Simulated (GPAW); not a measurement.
## Sn: relaxation of cell and atoms with PBEsol

Crystal: Sn.

```
CELL_PARAMETERS angstrom
-2.94014 2.94014 1.59930
2.94014 -2.94014 1.59930
2.94014 2.94014 -1.59930
ATOMIC_POSITIONS crystal
Sn 0.00000 0.00000 0.00000
Sn 0.75000 0.25000 0.50000
```

| Item | Value |
| --- | --- |
| Program | GPAW 26.7.0 |
| Task | relaxation of cell and atoms |
| Functional | PBEsol |
| Potentials or basis | PAW data sets generated in the run's folder for this functional |
| Cutoff | 600 eV |
| Basis | pw |
| k mesh | 7 × 7 × 7 |
| Occupations | fermi-dirac, width 0.05 eV |
| Spin | no spin polarisation |
| Maxiter | 150 |
| Optimizer | BFGS |
| Fmax | 0.02 eV/Å |
| Max steps | 60 |
| Convergence | density=1e-05 forces=0.0001 |

- Relaxed volume: 26.70 Å³/atom
- Relaxed cell: a = 4.393 Å, b = 4.393 Å, c = 4.393 Å, α = 97.56°, β = 97.56°, γ = 137.48°
- Space group after relaxing (to 0.05 Å): I4_1/amd (No. 141)
- Energy gained by relaxing: 6.3 meV/atom
- Ionic steps: 7
- Pressure after relaxing: -0.1 GPa
- Band gap on the k mesh: none (metal or under the smearing width)

The path:
| step | energy change (eV) | largest force (eV/Å) | pressure (GPa) | volume (Å³) |
| --- | --- | --- | --- | --- |
| 1 | 0.0000 | 0.0000 | -1.87 | 55.30 |
| 2 | -0.0041 | 0.0000 | -1.54 | 54.92 |
| 3 | -0.0122 | 0.0000 | 0.12 | 53.23 |
| 4 | -0.0123 | 0.0000 | 0.03 | 53.31 |
| 5 | -0.0123 | 0.0000 | -0.04 | 53.37 |
| 6 | -0.0125 | 0.0000 | -0.09 | 53.43 |
| 7 | -0.0126 | 0.0000 | -0.07 | 53.41 |

Final structure:
```xyz
2
Lattice="-2.8951 2.8951 1.5931 2.8951 -2.8951 1.5931 2.8951 2.8951 -1.5931" Properties=species:S:1:pos:R:3 pbc="T T T"
Sn    0.0000    0.0000    0.0000
Sn    0.0000    2.8951    0.7965
```

Levels at points of the mesh, in eV from the Fermi level:
```tsv
k point	band 10	band 11	band 12	band 13	band 14	band 15	band 16	band 17	band 18	band 19
(0.00, 0.00, 0.00)	-21.01	-11.20	-3.43	-1.94	-1.94	3.01	6.42	6.42	6.83	6.93
```

It took 3 min on 1 thread of Arm Neoverse V1, on a shared host, peak memory 0.29 GiB.

Caveat: later steps reuse the first step's grids.
